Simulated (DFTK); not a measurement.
Input of a DFTK 0.8.2 run:

The input run.jl:

```julia
using DFTK
using PseudoPotentialData
using Unitful, UnitfulAtomic
using LinearAlgebra, Printf
include("save.jl")
disable_threading()

# lattice vectors are the columns
lattice = austrip(1u"Å") * [     -1.582345       1.582345       1.582345;
                 1.582345      -1.582345       1.582345;
                 1.582345       1.582345      -1.582345]
symbols   = [:W]
positions = [[0.0, 0.0, 0.0]]
pseudopotentials = PseudoFamily("dojo.nc.sr.pbe.v0_4_1.standard.upf")
elements = Dict(s => ElementPsp(s, pseudopotentials) for s in unique(symbols))
atoms    = [elements[s] for s in symbols]

build_model(lattice, positions; symmetries=true) =
    model_DFT(lattice, atoms, positions;
              functionals=PBE(),
              temperature=austrip(0.1u"eV"),
              smearing=Smearing.Gaussian(),
              symmetries)
Ecut  = 37.0  # hartree
kgrid = [12, 12, 12]
tol   = 1e-6
to_GPa = ustrip(uconvert(u"GPa", 1u"hartree/bohr^3"))

model = build_model(lattice, positions)
basis = PlaneWaveBasis(model; Ecut, kgrid)
display(basis)
scfres = self_consistent_field(basis;
                               tol,
                               nbandsalg=AdaptiveBands(model; n_bands_converge=12))
display(scfres.energies)
@printf "Fermi level: %.6f eV\n" ustrip(auconvert(u"eV", something(scfres.εF, NaN)))
forces = compute_forces_cart(scfres)
println("Forces (eV/Å)")
for (s, f) in zip(symbols, forces)
    @printf "%-3s %12.6f %12.6f %12.6f\n" s ustrip.(auconvert.(u"eV/Å", f))...
end
stress = compute_stresses_cart(scfres)
println("Stress (GPa)")
display(round.(stress * to_GPa; digits=4))
println("Levels at the first k-point (eV): ", round.(ustrip.(auconvert.(u"eV", scfres.eigenvalues[1][1:scfres.n_bands_converge])); digits=4))
save_scf!(scfres; forces, stress)
```

Potentials or basis: dojo.nc.sr.pbe.v0_4_1.standard.upf (PBE).

Run with:

```console
$ julia --threads=1 run.jl  # save.jl only writes the numbers to a file and isn't shown; printed stress counts tension as positive; times include loading and compiling
```

Question: What does it give for the band gap on the k mesh?

Answer: None (metal or under the smearing width).

Question: Predict the pressure.

Answer: 5.9 GPa.

Spin-orbit coupling is left out, which matters for the levels of W.
